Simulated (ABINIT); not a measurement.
# ZrSe2 (P-3m1) in ABINIT: single point with PBE

Aim: the single point of ZrSe2 with PBE.

Everything below comes from runs of ABINIT 10.8.3 (patched build). Logs are shortened: lines on timing, memory, paths and dates and some standing lists are left out, and cuts for length are marked. The log counts tension as positive stress, the text compression.

**What was measured.**

From “Stress-Tuned Optical Transitions in Layered 1T-MX2 (M= Hf, Zr, Sn; X= S, Se) Crystals”, 2022, arxiv:2210.12074, for a bulk crystal of ZrSe2: band gap 1.2 eV (indirect).

The results are compared with them further down.

### 1 Starting point

Symmetry: P-3m1, No. 164, trigonal system. The conventional cell has a = 3.798 Å, b = 3.798 Å, c = 6.192 Å, α = 90.00°, β = 90.00°, γ = 120.00°. Zr (site symmetry -3m) has 6 Se at 2.68 Å as nearest neighbours. Se (site symmetry 3m) has 3 Zr at 2.68 Å as nearest neighbours.

### 2 Single point, PBE

Contents of run.abi:

```
pp_dirpath "./"
pseudos "Zr.upf, Se.upf"

acell 3*1.0
rprim
     7.1771798213     0.0000000000     0.0000000000
    -3.5885899107     6.2156200529     0.0000000000
     0.0000000000     0.0000000000    11.7011841637
ntypat 2
znucl 40 34
natom 3
typat 1 2 2
xred
     0.0000000000     0.0000000000     0.0000000000
     0.6666666667     0.3333333333     0.7500000000
     0.3333333333     0.6666666667     0.2500000000

ecut 40.0

kptopt 1
ngkpt 6 6 4
nshiftk 1
shiftk 0.0 0.0 0.0

ixc 11

nband 27
occopt 3
tsmear 0.00183747

nstep 100
tolvrs 1.0e-10

iomode 3
prtwf 0
prtden 0
prteig 0
prtebands 0
```

Potentials or basis: PseudoDojo NC SR PBE v0.4.1 standard.

Command:

```
$ abinit run.abi > log 2>&1
```

run.abo:

```text
.Version 10.8.3 of ABINIT
 Symmetries : space group P-3 m 1 (#164); Bravais hP (primitive hexag.)
================================================================================
 Values of the parameters that define the memory need of the present run
     intxc =       0    ionmov =       0      iscf =       7    lmnmax =       6
     lnmax =       6     mgfft =      72  mpssoang =       3    mqgrid =    3332
     natom =       3  nloc_mem =       1    nspden =       1   nspinor =       1
    nsppol =       1      nsym =      12    n1xccc =    2501    ntypat =       2
    occopt =       3   xclevel =       2
       mpw =        6360          nfft =      145800          nkpt =          24
================================================================================
================================================================================

--------------------------------------------------------------------------------
------------- Echo of variables that govern the present computation ------------
--------------------------------------------------------------------------------
 -outvars: echo values of preprocessed input variables --------
            acell      1.0000000000E+00  1.0000000000E+00  1.0000000000E+00 Bohr
              amu      9.12240000E+01  7.89600000E+01
             ecut      4.00000000E+01 Hartree
              ixc          11
         kptrlatt        6    0    0      0    6    0      0    0    4
          kptrlen      4.30630789E+01
            natom           3
            nband          27
            ngfft          45      45      72
             nkpt          24
            nstep         100
             nsym          12
           ntypat           2
           occopt           3
           prtden           0
        prtebands           0
           prteig           0
            prtwf           0
            rprim      7.1771798213E+00  0.0000000000E+00  0.0000000000E+00
                      -3.5885899107E+00  6.2156200529E+00  0.0000000000E+00
                       0.0000000000E+00  0.0000000000E+00  1.1701184164E+01
          spgroup         164
           tolvrs      1.00000000E-10
           tsmear      1.83747000E-03 Hartree
            typat      1  2  2
           xangst      0.0000000000E+00  0.0000000000E+00  0.0000000000E+00
                       1.8989999987E+00  1.0963881605E+00  4.6439999969E+00
                      -1.7639203761E-11  2.1927763209E+00  1.5479999990E+00
            xcart      0.0000000000E+00  0.0000000000E+00  0.0000000000E+00
                       3.5885899106E+00  2.0718733510E+00  8.7758881228E+00
                      -3.3333264188E-11  4.1437467019E+00  2.9252960409E+00
             xred      0.0000000000E+00  0.0000000000E+00  0.0000000000E+00
                       6.6666666667E-01  3.3333333333E-01  7.5000000000E-01
                       3.3333333333E-01  6.6666666667E-01  2.5000000000E-01
[... 117 lines left out ...]
       0.333333333333      0.666666666667      0.250000000000
 rms dE/dt=  2.9826E-02; max dE/dt=  6.3271E-02; dE/dt below (all hartree)
    1       0.000000000000      0.000000000000      0.000000000000
    2       0.000000000000     -0.000000000000      0.063270542709
    3      -0.000000000000      0.000000000000     -0.063270542709

 cartesian coordinates (angstrom) at end:
    1      0.00000000000000     0.00000000000000     0.00000000000000
    2      1.89899999869529     1.09638816046499     4.64399999685630
    3     -0.00000000001764     2.19277632092998     1.54799999895210

 cartesian forces (hartree/bohr) at end:
    1     -0.00000000000000    -0.00000000000000    -0.00000000000000
    2     -0.00000000000000     0.00000000000000    -0.00540719142817
    3      0.00000000000000    -0.00000000000000     0.00540719142817
 frms,max,avg= 2.5489745E-03 5.4071914E-03   0.000E+00  0.000E+00  0.000E+00 h/b

 cartesian forces (eV/Angstrom) at end:
    1     -0.00000000000000    -0.00000000000000    -0.00000000000000
    2     -0.00000000000000     0.00000000000000    -0.27804896266540
    3      0.00000000000000    -0.00000000000000     0.27804896266540
 frms,max,avg= 1.3107354E-01 2.7804896E-01   0.000E+00  0.000E+00  0.000E+00 e/A
 length scales=  1.000000000000  1.000000000000  1.000000000000 bohr
              =  0.529177210544  0.529177210544  0.529177210544 angstroms
 Fermi (or HOMO) energy (hartree) =   0.19136   Average Vxc (hartree)=  -0.36643
 Eigenvalues (hartree) for nkpt=  24  k points:
 kpt#   1, nband= 27, wtk=  0.00694, kpt=  0.0000  0.0000  0.0000 (reduced coord)
  -1.63398   -1.54087   -1.54087   -1.54086   -1.54086   -1.54051   -1.54051   -1.54050
  -1.54050   -1.54040   -1.54039   -0.82744   -0.82326   -0.82326   -0.30072   -0.25455
   0.01339    0.08456    0.08456    0.18307    0.18307    0.18522    0.22327    0.22327
   0.24291    0.34408    0.34424
      occupation numbers for kpt#   1
   2.00000    2.00000    2.00000    2.00000    2.00000    2.00000    2.00000    2.00000
   2.00000    2.00000    2.00000    2.00000    2.00000    2.00000    2.00000    2.00000
   2.00000    2.00000    2.00000    1.97829    1.97829    1.93152    0.00000    0.00000
   0.00000    0.00000    0.00000
 prteigrs : prtvol=0 or 1, do not print more k-points.

--- !EnergyTerms
iteration_state     : {dtset: 1, }
comment             : Components of total free energy in Hartree
kinetic             :  1.71073199214291E+02
hartree             :  8.57945108586560E+01
xc                  : -5.84590904560266E+01
Ewald energy        : -1.58878396999810E+02
psp_core            :  6.56340164844009E+00
local_psp           : -2.38559657591250E+02
non_local_psp       : -1.00774593001795E+02
internal            : -2.93240626327495E+02
'-kT*entropy'       : -2.04052769147094E-05
total_energy        : -2.93240646732771E+02
total_energy_eV     : -7.97948450126671E+03
band_energy         : -3.89920271424240E+01
...

 Cartesian components of stress tensor (hartree/bohr^3)
  sigma(1 1)= -4.81161647E-05  sigma(3 2)=  0.00000000E+00
  sigma(2 2)= -4.81161653E-05  sigma(3 1)=  0.00000000E+00
  sigma(3 3)= -9.67342319E-05  sigma(2 1)=  1.00756987E-13

-Cartesian components of stress tensor (GPa)         [Pressure=  1.8924E+00 GPa]
- sigma(1 1)= -1.41562644E+00  sigma(3 2)=  0.00000000E+00
- sigma(2 2)= -1.41562646E+00  sigma(3 1)=  0.00000000E+00
- sigma(3 3)= -2.84601936E+00  sigma(2 1)=  2.96437291E-09

== END DATASET(S) ==============================================================
================================================================================

 -outvars: echo values of variables after computation  --------
            acell      1.0000000000E+00  1.0000000000E+00  1.0000000000E+00 Bohr
           etotal     -2.9324064673E+02
            fcart     -0.0000000000E+00 -0.0000000000E+00 -0.0000000000E+00
                      -6.0026813655E-28  3.4656497021E-28 -5.4071914282E-03
                       6.0026813655E-28 -3.4656497021E-28  5.4071914282E-03
            rprim      7.1771798213E+00  0.0000000000E+00  0.0000000000E+00
                      -3.5885899107E+00  6.2156200529E+00  0.0000000000E+00
                       0.0000000000E+00  0.0000000000E+00  1.1701184164E+01
           strten     -4.8116164748E-05 -4.8116165252E-05 -9.6734231883E-05
                       0.0000000000E+00  0.0000000000E+00  1.0075698735E-13
           xangst      0.0000000000E+00  0.0000000000E+00  0.0000000000E+00
                       1.8989999987E+00  1.0963881605E+00  4.6439999969E+00
                      -1.7639203761E-11  2.1927763209E+00  1.5479999990E+00
             xred      0.0000000000E+00  0.0000000000E+00  0.0000000000E+00
                       6.6666666667E-01  3.3333333333E-01  7.5000000000E-01
                       3.3333333333E-01  6.6666666667E-01  2.5000000000E-01
 Calculation completed.
```

It took 3 min on 1 thread of Arm Neoverse V1, shared host; peak memory 0.15 GiB.

Results:

```yaml
Free_energy: -7979.4845 eV
Pressure: 1.9 GPa
Largest_force: 0.278 eV/Å
Band_gap_on_the_k_mesh: 0.36 eV, indirect (least direct gap 1.04 eV)
Valence_electrons_inside_the_program's_atomic_spheres: Zr 8.31; Se 13.28
```

Forces in eV/Å, atoms in the order of the input:
```
Zr   0.000  0.000  0.000
Se   0.000  0.000 -0.278
Se   0.000  0.000  0.278
```

Levels at points of the mesh, in eV from the valence-band top:
```
           k point  band 18  band 19  band 20  band 21  band 22  band 23  band 24  band 25  band 26  band 27
(0.00, 0.00, 0.00)    -2.74    -2.74    -0.06    -0.06     0.00     1.04     1.04     1.57     4.32     4.33
(0.50, 0.00, 0.00)    -2.94    -2.67    -2.52    -2.13    -1.37     0.56     2.50     2.84     4.84     5.05
(0.00, 0.00, 0.50)    -2.69    -2.69    -2.06    -0.22    -0.22     1.01     1.01     1.95     4.71     4.72
(0.50, 0.00, 0.50)    -3.60    -2.69    -2.52    -1.06    -0.98     0.36     2.49     2.82     4.48     5.02
```

Caveat: this functional lacks dispersion, which binds the layers, so the pressure and a relaxed spacing across them are unreliable.

### 3 Against experiment

Step 2. A measured gap of ZrSe2 is 1.2 eV (indirect; quoted in “Stress-Tuned Optical Transitions in Layered 1T-MX2 (M= Hf, Zr, Sn; X= S, Se) Crystals”, 2022, arxiv:2210.12074); the calculated 0.36 eV misses it by -0.84 eV. Spin-orbit coupling on Se, Zr is left out. The value is that of PBE on a finite k mesh, which can miss the band edges, without temperature or zero-point motion. Semilocal functionals fall short of measured gaps as a rule.
